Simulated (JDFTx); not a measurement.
Crystal: NaF (Villiaumite).

```xyz
2
Lattice="0.0000 2.3200 2.3200 2.3200 0.0000 2.3200 2.3200 2.3200 0.0000" Properties=species:S:1:pos:R:3 pbc="T T T"
Na    0.0000    0.0000    0.0000
F     2.3200    2.3200    2.3200
```

Base run:

- Program: JDFTx 1.7.0 (patched build)
- Functional: PBEsol
- Potentials or basis: SG15-PBE-1.2 with smoothed tails
- Cutoff: 1361 eV
- Density cutoff: 10885 eV
- k mesh: 8 × 8 × 8
- Occupations: fermi-dirac, width 0.05 eV
- Spin: no spin polarisation

Its results: band gap on the k mesh 6.14 eV, direct; pressure 0.2 GPa.

Task: The run is repeated on the same cell with these changes: functional from PBEsol to LDA. What comes out?

Result: Band gap on the k mesh 5.80 eV, direct; pressure -3.8 GPa.

LDA binds more tightly than PBEsol, so the same cell stands under less pressure.

Caveats: the potentials were made for another functional, which shifts forces and pressure.

A k mesh can miss the band edges.

Not every run made on this cell is shown here.
